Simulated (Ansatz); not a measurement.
**Carrier properties of AlSb (F-43m)**

Consider the following.

```
CELL_PARAMETERS angstrom
      0.00000     3.12054     3.12054
      3.12054     0.00000     3.12054
      3.12054     3.12054     0.00000
ATOMIC_POSITIONS crystal
  Al 0.00000 0.00000 0.00000
  Sb 0.75000 0.75000 0.75000
```

Method: PBEsol with spin-orbit coupling, rigid bands (plane waves, PAW; Ansatz, a quantum-chemistry and plane-wave program). Condition of this run: hydrostatic pressure -2 GPa (the target of the relaxation). How the cell was made: cell and atoms relaxed with PBEsol, then loaded as said.

The band gap is 0.96 eV, the electron conductivity mass (300 K, dilute) is 0.23 mₑ and the hole conductivity mass (300 K, dilute) comes out as 0.41 mₑ. The effective density of states N_c (300 K) is 2.9e19 cm⁻³ and the effective density of states N_v (300 K) comes out as 1.2e19 cm⁻³. The density-of-states mass, electrons is 1.11 mₑ and the density-of-states mass, holes comes out as 0.63 mₑ. The Seebeck coefficient, n-type 1e19 cm⁻³, 300 K is -337 μV/K and the best n-type power factor at 300 K for τ = 10 fs (best axis; densities from 1e16 to 1e21 cm⁻³ tried, whether or not they can be reached) is 29 μW/(cm·K²) at 1e20 cm⁻³. The Seebeck coefficient, p-type 1e19 cm⁻³, 300 K is 242 μV/K and the best p-type power factor at 300 K for τ = 10 fs (best axis; densities from 1e16 to 1e21 cm⁻³ tried, whether or not they can be reached) is 5.1 μW/(cm·K²) at 3e19 cm⁻³.

Rigid bands; masses and Seebeck coefficients take one relaxation time τ for all states and one kind of carrier; polarons and phonon drag are left out.
